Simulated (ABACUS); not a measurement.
# Pb (Fm-3m) in ABACUS: further runs

The runs below take Pb through single point, relaxation of cell and atoms, with BLYP, SCAN, PBE.

Program: ABACUS 3.10.1. These are calculated values, not measurements. Logs are shortened: lines on timing, memory, paths and dates and some standing lists are left out, and cuts for length are marked.

**1. The structure**

The structure is cubic, space group Fm-3m (No. 225). Conventional cell: a = 4.950 Å, b = 4.950 Å, c = 4.950 Å, α = 90.00°, β = 90.00°, γ = 90.00°. Pb (site symmetry m-3m) is surrounded by 12 Pb at 3.50 Å.

**2. Single point, BLYP**

File run_abacus.py:

```python
"""ABACUS run from a structure file: ASE reads it, the script writes STRU, KPT and INPUT."""
import re
import subprocess
import spglib
from ase import Atoms
from ase.io import read
from ase.units import Bohr

atoms = read("Pb.cif")
cell, frac, numbers = spglib.standardize_cell((atoms.cell[:], atoms.get_scaled_positions(), atoms.numbers), to_primitive=True, symprec=1e-4)
atoms = Atoms(numbers=numbers, cell=cell, scaled_positions=frac, pbc=True)  # the primitive cell
atoms = atoms[(-atoms.numbers).argsort(kind="stable")]  # ABACUS lists atoms element by element
pseudo = {'Pb': '82_Pb_14_3.0_3.1_pbe_n_v1.0.upf'}
orbital = {}
magmoms = None
kmesh = [7, 7, 7]
params = {
    'suffix': 'Pb',
    'calculation': 'scf',
    'basis_type': 'pw',
    'pseudo_dir': './',
    'symmetry': 1,
    'dft_functional': 'GGA_X_B88+GGA_C_LYP',
    'ecutwfc': 63,
    'pseudo_rcut': 10,
    'nspin': 1,
    'nbands': 17,
    'ks_solver': 'dav',
    'smearing_method': 'fd',
    'smearing_sigma': 0.00367493,
    'scf_thr': 1e-08,
    'scf_nmax': 100,
    'mixing_type': 'broyden',
    'mixing_beta': 0.7,
    'cal_force': 1,
    'cal_stress': 1,
    'out_chg': 1,
    'kpar': 4,
}

symbols = atoms.get_chemical_symbols()
elements = list(dict.fromkeys(symbols))
lines = ["ATOMIC_SPECIES"] + [f"{e} {atoms.get_masses()[symbols.index(e)]:.4f} {pseudo[e]}" for e in elements]
if orbital:
    lines += ["", "NUMERICAL_ORBITAL"] + [orbital[e] for e in elements]
lines += ["", "LATTICE_CONSTANT", f"{1 / Bohr:.10f}", "", "LATTICE_VECTORS"]
lines += [" ".join(f"{x:.10f}" for x in v) for v in atoms.cell]
lines += ["", "ATOMIC_POSITIONS", "Direct"]
for e in elements:
    lines += ["", e, "0.0", str(symbols.count(e))]
    for i, p in enumerate(atoms.get_scaled_positions(wrap=False)):
        if symbols[i] == e:
            mag = "" if magmoms is None else " mag " + " ".join(str(x) for x in (magmoms[i] if isinstance(magmoms[i], list) else [magmoms[i]]))
            lines.append(" ".join(f"{x:.10f}" for x in p) + " 1 1 1" + mag)
open("STRU", "w").write("\n".join(lines) + "\n")
open("KPT", "w").write("K_POINTS\n0\nGamma\n%d %d %d 0 0 0\n" % tuple(kmesh))
open("INPUT", "w").write("INPUT_PARAMETERS\n" + "".join(f"{k:<20s}{v}\n" for k, v in params.items()))

done = subprocess.run(['mpirun', '-np', '4', 'abacus'])
if done.returncode:
    raise SystemExit(done.returncode)
log = open("OUT.Pb/running_scf.log").read()
print("final energy (eV):", re.findall(r"FINAL_ETOT_IS (\S+)", log))
```

File Pb.cif:

```cif
data_Pb
_cell_length_a 4.95004000
_cell_length_b 4.95004000
_cell_length_c 4.95004000
_cell_angle_alpha 90.00000000
_cell_angle_beta 90.00000000
_cell_angle_gamma 90.00000000
_space_group_name_H-M_alt 'Fm-3m'
_space_group_name_Hall '-F 4 2 3'
_space_group_IT_number 225
loop_
_space_group_symop_operation_xyz
'x,y,z'
'-x,-y,-z'
'-y,x,z'
'y,-x,-z'
'-x,-y,z'
'x,y,-z'
'y,-x,z'
'-y,x,-z'
'x,-y,-z'
'-x,y,z'
'-y,-x,-z'
'y,x,z'
'-x,y,-z'
'x,-y,z'
'y,x,-z'
'-y,-x,z'
'z,x,y'
'-z,-x,-y'
'z,-y,x'
'-z,y,-x'
'z,-x,-y'
'-z,x,y'
'z,y,-x'
'-z,-y,x'
'-z,x,-y'
'z,-x,y'
'-z,-y,-x'
'z,y,x'
'-z,-x,y'
'z,x,-y'
'-z,y,x'
'z,-y,-x'
'y,z,x'
'-y,-z,-x'
'x,z,-y'
'-x,-z,y'
'-y,z,-x'
'y,-z,x'
'-x,z,y'
'x,-z,-y'
'-y,-z,x'
'y,z,-x'
'-x,-z,-y'
'x,z,y'
'y,-z,-x'
'-y,z,x'
'x,-z,y'
'-x,z,-y'
'x,y+1/2,z+1/2'
'-x,-y+1/2,-z+1/2'
'-y,x+1/2,z+1/2'
[... 62 lines left out ...]
'-z+1/2,-x,-y+1/2'
'z+1/2,-y,x+1/2'
'-z+1/2,y,-x+1/2'
'z+1/2,-x,-y+1/2'
'-z+1/2,x,y+1/2'
'z+1/2,y,-x+1/2'
'-z+1/2,-y,x+1/2'
'-z+1/2,x,-y+1/2'
'z+1/2,-x,y+1/2'
'-z+1/2,-y,-x+1/2'
'z+1/2,y,x+1/2'
'-z+1/2,-x,y+1/2'
'z+1/2,x,-y+1/2'
'-z+1/2,y,x+1/2'
'z+1/2,-y,-x+1/2'
'y+1/2,z,x+1/2'
'-y+1/2,-z,-x+1/2'
'x+1/2,z,-y+1/2'
'-x+1/2,-z,y+1/2'
'-y+1/2,z,-x+1/2'
'y+1/2,-z,x+1/2'
'-x+1/2,z,y+1/2'
'x+1/2,-z,-y+1/2'
'-y+1/2,-z,x+1/2'
'y+1/2,z,-x+1/2'
'-x+1/2,-z,-y+1/2'
'x+1/2,z,y+1/2'
'y+1/2,-z,-x+1/2'
'-y+1/2,z,x+1/2'
'x+1/2,-z,y+1/2'
'-x+1/2,z,-y+1/2'
'x+1/2,y+1/2,z'
'-x+1/2,-y+1/2,-z'
'-y+1/2,x+1/2,z'
'y+1/2,-x+1/2,-z'
'-x+1/2,-y+1/2,z'
'x+1/2,y+1/2,-z'
'y+1/2,-x+1/2,z'
'-y+1/2,x+1/2,-z'
'x+1/2,-y+1/2,-z'
'-x+1/2,y+1/2,z'
'-y+1/2,-x+1/2,-z'
'y+1/2,x+1/2,z'
'-x+1/2,y+1/2,-z'
'x+1/2,-y+1/2,z'
'y+1/2,x+1/2,-z'
'-y+1/2,-x+1/2,z'
'z+1/2,x+1/2,y'
'-z+1/2,-x+1/2,-y'
'z+1/2,-y+1/2,x'
'-z+1/2,y+1/2,-x'
'z+1/2,-x+1/2,-y'
'-z+1/2,x+1/2,y'
'z+1/2,y+1/2,-x'
'-z+1/2,-y+1/2,x'
'-z+1/2,x+1/2,-y'
'z+1/2,-x+1/2,y'
'-z+1/2,-y+1/2,-x'
'z+1/2,y+1/2,x'
'-z+1/2,-x+1/2,y'
'z+1/2,x+1/2,-y'
'-z+1/2,y+1/2,x'
'z+1/2,-y+1/2,-x'
'y+1/2,z+1/2,x'
'-y+1/2,-z+1/2,-x'
'x+1/2,z+1/2,-y'
'-x+1/2,-z+1/2,y'
'-y+1/2,z+1/2,-x'
'y+1/2,-z+1/2,x'
'-x+1/2,z+1/2,y'
'x+1/2,-z+1/2,-y'
'-y+1/2,-z+1/2,x'
'y+1/2,z+1/2,-x'
'-x+1/2,-z+1/2,-y'
'x+1/2,z+1/2,y'
'y+1/2,-z+1/2,-x'
'-y+1/2,z+1/2,x'
'x+1/2,-z+1/2,y'
'-x+1/2,z+1/2,-y'
loop_
_atom_site_label
_atom_site_type_symbol
_atom_site_symmetry_multiplicity
_atom_site_Wyckoff_symbol
_atom_site_fract_x
_atom_site_fract_y
_atom_site_fract_z
_atom_site_occupancy
Pb1 Pb 4 a 0.0000000000 0.0000000000 0.0000000000 1
```

Potentials or basis: SPMS ONCV 1.0 PBE, plane waves.

On the command line:

```console
> OMP_NUM_THREADS=1 python run_abacus.py > log
```

running log:

```text
ABACUS v3.10.1

               Atomic-orbital Based Ab-initio Computation at UStc

 ------------------------------------------------------------------------------------

 READING GENERAL INFORMATION
                           global_out_dir = OUT.Pb/
                           global_in_card = INPUT
                               pseudo_dir = ./
                              orbital_dir =
                                    DSIZE = 4
                                    GSIZE = 1

 READING UNITCELL INFORMATION
                                    ntype = 1
                  lattice constant (Bohr) = 1.88973
              lattice constant (Angstrom) = 1

 READING ATOM TYPE 1
                               atom label = Pb
                      L=0, number of zeta = 1
                      L=1, number of zeta = 1
                      L=2, number of zeta = 1
             number of atom for this type = 1

                        TOTAL ATOM NUMBER = 1
DIRECT COORDINATES
    atom                   x                   y                   z     mag                  vx                  vy                  vz
taud_Pb1            0.0000000000        0.0000000000        0.0000000000  0.0000        0.0000000000        0.0000000000        0.0000000000

                          Volume (Bohr^3) = 204.627
                             Volume (A^3) = 30.3225

 Lattice vectors: (Cartesian coordinate: in unit of a_0)
                   +0            +2.47502            +2.47502
             +2.47502                  +0            +2.47502
             +2.47502            +2.47502                  +0
 Reciprocal vectors: (Cartesian coordinate: in unit of 2 pi/a_0)
            -0.202019           +0.202019           +0.202019
            +0.202019           -0.202019           +0.202019
            +0.202019           +0.202019           -0.202019
 The esolver type has been set to : ksdft_pw

                PAO radial cut off (Bohr) = 10

 Read in pseudopotential file is 82_Pb_14_3.0_3.1_pbe_n_v1.0.upf
                     pseudopotential type = NC
          exchange-correlation functional = PBE
                 nonlocal core correction = 1
                        valence electrons = 14
                                     lmax = 2
                           number of zeta = 3
                     number of projectors = 6
                           L of projector = 0
                           L of projector = 0
                           L of projector = 1
                           L of projector = 1
                           L of projector = 2
                           L of projector = 2
 XC functional updated to : GGA_X_B88+GGA_C_LYP
          exchange-correlation functional = GGA_X_B88+GGA_C_LYP
     initial pseudo atomic orbital number = 9

 SETUP THE ELECTRONS NUMBER
            electron number of element Pb = 14
      total electron number of element Pb = 14
            AUTOSET number of electrons:  = 14
                           occupied bands = 7
                                   NBANDS = 17
                                   NLOCAL = 9

%%%%%%%%%%%%%%%%%%%%%%%%%%%%%%%%%%%%%%%%%%%%%%%%%%%%%%%%%%%%%%%%%%%%%%%%%%%%%%%%%%%%%%%%%%%%%%%%%%%%%%%%%%
[... 109 lines left out ...]
[... K-POINTS CARTESIAN COORDINATES: 5 rows ...]

[... K-POINTS DIRECT COORDINATES: 5 rows ...]

 SETUP PLANE WAVES FOR WAVE FUNCTIONS
     energy cutoff for wavefunc (unit:Ry) = 63
              fft grid for wave functions = [ 36, 36, 36 ]
                    number of plane waves = 2085
                         number of sticks = 211

 PARALLEL PW FOR WAVE FUNCTIONS
     PROC   COLUMNS(POT)             PW
        1            211           2085
 --------------- sum -------------------
        1            211           2085

 SETUP NONLOCAL PSEUDOPOTENTIALS IN PLANE WAVE BASIS
 Pb non-local projectors:
 projector 1 L=0
 projector 2 L=0
 projector 3 L=1
 projector 4 L=1
 projector 5 L=2
 projector 6 L=2
      TOTAL NUMBER OF NONLOCAL PROJECTORS = 18

 Init Non-Local PseudoPotential table :
 Init Non-Local-Pseudopotential done.

                                     npwx = 1759

 Make real space PAO into reciprocal space.
       max mesh points in Pseudopotential = 1001
     dq(describe PAO in reciprocal space) = 0.01
                                    max q = 957

 number of pseudo atomic orbitals for Pb is 3
WARNING: norm of atomic wavefunction # 3 of atomic type Pb is 0.999464, renormalized

 -------------------------------------------
 SELF-CONSISTENT
 -------------------------------------------
                                 init_chg = atomic

 PW ALGORITHM --------------- ION=   1  ELEC=   1--------------------------------
 Notice: Threshold on eigenvalues was too large.
 hsover_error=0.14 > DRHO=0.00213249
 Origin diag ethr = 0.01
 New diag ethr = 1.52321e-05

 Density error is 0.00204474772893
                          Error Threshold = 1.52320521115e-05
----------------------------------------------------------
     Energy           Rydberg                 eV
----------------------------------------------------------
 E_KohnSham     -125.3389167122      -1705.3234484327
 E_Harris       -125.5945787351      -1708.8019087070
 E_Fermi        0.9707403347         13.2075998298
----------------------------------------------------------
[... 51 lines left out ...]
 Density error is 5.24304318928e-11
                          Error Threshold = 1.28567349693e-10
----------------------------------------------------------
     Energy           Rydberg                 eV
----------------------------------------------------------
 E_KohnSham     -125.3393218621      -1705.3289607810
 E_KS(sigma->0) -125.3391972269      -1705.3272650321
 E_Harris       -125.3393181114      -1705.3289097498
 E_band         -0.3565206077        -4.8507117197
 E_one_elec     -16.0544612952       -218.4321519346
 E_Hartree      17.7395244546        241.3586123935
 E_xc           -30.9570157698       -421.1918075454
 E_Ewald        -96.0671199814       -1307.0602221967
 E_entropy(-TS) -0.0002492704        -0.0033914978
 E_descf        0.0000000000         0.0000000000
 E_exx          0.0000000000         0.0000000000
 E_Fermi        0.9677665403         13.1671392814
----------------------------------------------------------

 charge density convergence is achieved
 final etot is -1705.3289608 eV
 EFERMI = 13.167139281 eV

 STATE ENERGY(eV) AND OCCUPATIONS    NSPIN == 1
 1/5 kpoint (Cartesian) = 0.0000 0.0000 0.0000 (1759 pws)
       1       -3.82082     0.00583090
       2       -3.82082     0.00583090
       3       -3.82082     0.00583090
       4       -3.67812     0.00583090
       5       -3.67812     0.00583090
       6        1.44848     0.00583090
[... 9 lines left out ...]
      16        28.3671        0.00000
[... 64 lines left out ...]
       5       -3.65468      0.0349854
       6        1.96880      0.0349854
[... 9 lines left out ...]
      16        29.0055        0.00000
      17        29.0055        0.00000

------------------------------------------------------------------------------------------
 TOTAL-FORCE (eV/Angstrom)
------------------------------------------------------------------------------------------
                       Pb1         0.0000000000         0.0000000000         0.0000000000
------------------------------------------------------------------------------------------

----------------------------------------------------------------
 TOTAL-STRESS (KBAR)
----------------------------------------------------------------
        58.3707219585        -0.0000000000        -0.0000000000
        -0.0000000000        58.3707219585         0.0000000000
        -0.0000000000         0.0000000000        58.3707219585
----------------------------------------------------------------
 TOTAL-PRESSURE: 58.370722 KBAR

 --------------------------------------------
 !FINAL_ETOT_IS -1705.3289607809642803 eV
 --------------------------------------------
```

Wall time 5 s (4 MPI ranks of Intel Xeon Platinum 8259CL at 2.50GHz (Skylake/Cascade Lake), shared host); peak memory 0.36 GiB.

What came out:

| Item | Value |
| --- | --- |
| Free energy | -1705.3290 eV |
| Pressure | 5.8 GPa |
| Band gap on the k mesh | none (metal or under the smearing width) |

Levels at points of the mesh, in eV from the Fermi level:
| k point | band 4 | band 5 | band 6 | band 7 | band 8 | band 9 | band 10 | band 11 |
| --- | --- | --- | --- | --- | --- | --- | --- | --- |
| (0.00, 0.00, 0.00) | -16.85 | -16.85 | -11.72 | 7.30 | 7.30 | 7.30 | 10.36 | 11.77 |

Caveat: the potentials were made for another functional, which shifts forces and pressure.

[end of part 1 of 3]
